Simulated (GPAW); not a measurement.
**Sb: single point with MS2**

Crystal: Sb.

```
CELL_PARAMETERS angstrom
0.17336 2.38853 2.49587
2.41731 0.06469 2.60454
2.32045 2.40035 0.16154
ATOMIC_POSITIONS crystal
Sb 0.00000 0.00000 0.00000
```

This isn't the form of Sb at room conditions, which is rhombohedral.

The cell isn't the ideal one: cell sheared at random, sigma 0.03, atoms nudged by 0.01 Å.

```
Program             : GPAW 26.7.0
Task                : single point
Functional          : MS2
Potentials or basis : GPAW PAW data sets (gpaw-data 1.2.1)
Cutoff              : 600 eV
Basis               : pw
k mesh              : 10 × 10 × 10
Occupations         : fermi-dirac, width 0.05 eV
Spin                : no spin polarisation
Maxiter             : 150
```

```json
{
  "Pressure": "-1.5 GPa",
  "Band gap on the k mesh": "none (metal or under the smearing width)"
}
```

Stress tensor (GPa, compression positive):
```
-2.27 -0.79 -0.52
-0.79 -1.93 -0.52
-0.52 -0.52 -0.41
```

Levels at points of the mesh, in eV from the Fermi level:
| k point | band 6 | band 7 | band 8 | band 9 | band 10 | band 11 |
| --- | --- | --- | --- | --- | --- | --- |
| (0.00, 0.00, 0.00) | -13.11 | 4.17 | 5.44 | 6.72 | 8.80 | 10.18 |
| (0.00, 0.00, 0.50) | -8.63 | -5.95 | 2.32 | 4.06 | 6.83 | 9.16 |
| (0.00, 0.50, 0.00) | -9.40 | -6.10 | 3.60 | 4.60 | 8.41 | 9.16 |
| (0.00, 0.50, 0.50) | -6.82 | -4.82 | -0.27 | 0.23 | 3.67 | 4.32 |
| (0.50, 0.00, 0.00) | -8.47 | -5.92 | 2.52 | 3.71 | 7.22 | 8.80 |
| (0.50, 0.00, 0.50) | -7.48 | -5.09 | -0.90 | 1.89 | 3.26 | 5.80 |
| (0.50, 0.50, 0.00) | -7.89 | -5.45 | 0.59 | 1.39 | 4.56 | 5.32 |
| (0.50, 0.50, 0.50) | -9.93 | -6.13 | 4.21 | 5.16 | 9.32 | 9.47 |

It took 8.5 min on 1 thread of Intel(R) Xeon(R) Platinum 8375C CPU @ 2.90GHz (Ice Lake) (shared host), peak memory 0.4 GiB.

Caveat: the PAW data sets were made with another functional, which shifts forces and pressure a little. The run has no spin-orbit coupling, so splittings on Sb are missing.
